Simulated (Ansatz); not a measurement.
The system is Te2Pt (Moncheite).

```
CELL_PARAMETERS angstrom
4.01000 0.00000 0.00000
-2.00500 3.47276 0.00000
0.00000 0.00000 5.20100
ATOMIC_POSITIONS crystal
Pt 0.00000 0.00000 0.00000
Te 0.66667 0.33333 0.75000
Te 0.33333 0.66667 0.25000
```

Program: Ansatz 0.2.0. Alike in all runs: potentials or basis Ansatz PAW; no spin polarisation; cell as given; k mesh 4 × 4 × 3; smearing fermi-dirac 0.05 eV; the mesh is coarse, so values aren't converged.

Q: Order these runs on this cell by their pressure, lowest first.
A. level HSEsol; cutoff (eV) 420; points for each segment of the path 4
B. level HSE06 form with a typed share of exact exchange; cutoff (eV) 420; screening (1/Å) 0.4; share of exact exchange 0.25
C. level r2SCAN0; cutoff (eV) 500

A: A (2.1 GPa), C (4.0 GPa), B (5.7 GPa).

Caveats: all runs use coarse meshes; the PAW data sets come from PBE, with cores solved anew for the run's functional, which leaves a small shift of forces and pressure; the thresholds are loose for stress.
